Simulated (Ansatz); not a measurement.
**CaSe, one cell by several methods**

```
Ca Se
1.0
     0.00000    2.97024    2.97024
     2.97024    0.00000    2.97024
     2.97024    2.97024    0.00000
Ca Se
1 1
Direct
  0.00000 0.00000 0.00000
  0.50000 0.50000 0.50000
```

Atom numbers follow the list: Ca1, Se2.

The cell is the one relaxed in the Materials Project (mp-1415), not relaxed further here; entries there can be hypothetical.

Levels of theory: DFT, LDA, PAW with Ansatz's default frozen-core files, scalar-relativistic (Ansatz 0.2.0); DFT, LDA, all-electron LAPW, scalar-relativistic (Ansatz 0.2.0).

For PAW: a Γ-centred 9×9×9 k mesh, Fermi–Dirac smearing of 0.03 eV, cutoff 420 eV, no spin polarisation; the PAW files were made with PBE, and the program remakes their frozen cores for this functional. LAPW targets a basis error of 0.25 meV/atom. The Ansatz runs share mesh, smearing and spin set-up. Plane-wave (PAW) pressures include the program's estimate of the Pulay term.

Stress and pressure are positive in compression.

Levels count from the top of the valence band.

PAW results:

| quantity | PAW |
| --- | --- |
| pressure (GPa) | -3.74 |
| band gap (eV) | 1.910 |
| highest filled level at X (eV) | -0.929 |
| lowest empty level at X (eV) | 1.910 |
| highest filled level at Γ (eV) | 0.000 |
| lowest empty level at Γ (eV) | 3.018 |
| highest filled level at U (eV) | -1.108 |
| lowest empty level at U (eV) | 3.138 |

(1) What does all-electron LAPW give for the same quantities?

## Answers

(1) 
```csv
quantity,LAPW
pressure (GPa),-3.73
band gap (eV),1.909
highest filled level at X (eV),-0.929
lowest empty level at X (eV),1.909
highest filled level at Γ (eV),0.000
lowest empty level at Γ (eV),3.018
highest filled level at U (eV),-1.108
lowest empty level at U (eV),3.138
```
